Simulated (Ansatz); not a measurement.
B:

```
B
1.0
     1.88524    0.00000    0.00000
     0.00000    1.88524    0.00000
     0.00000    0.00000    1.88524
B
1
Direct
  0.50000 0.50000 0.50000
```

The cell was built by a generator and needn't be a form met in nature.

Base run:

```yaml
Program: Ansatz 0.2.0
Functional: RPBE
Potentials_or_basis: Ansatz PAW
Cutoff: "420 eV (not typed: the program's choice for these potentials)"
k_mesh: 14 × 14 × 14
Occupations: fermi-dirac, width 0.05 eV
Spin: no spin polarisation
```

Its results: band gap on the k mesh none (metal or under the smearing width); pressure 4.0 GPa.

**Question.** After a change of settings the same cell gave: band gap on the k mesh none (metal or under the smearing width); pressure 0.3 GPa. Which change was it?
A. functional from RPBE to LDA
B. functional from RPBE to revPBE
C. functional from RPBE to PBE
D. functional from RPBE to BLYP

**Answer.** C.

PBE binds more tightly than RPBE, so the same cell stands under less pressure.

Caveats: the PAW data sets come from PBE, with cores solved anew for the run's functional, which leaves a small shift of forces and pressure (some runs).
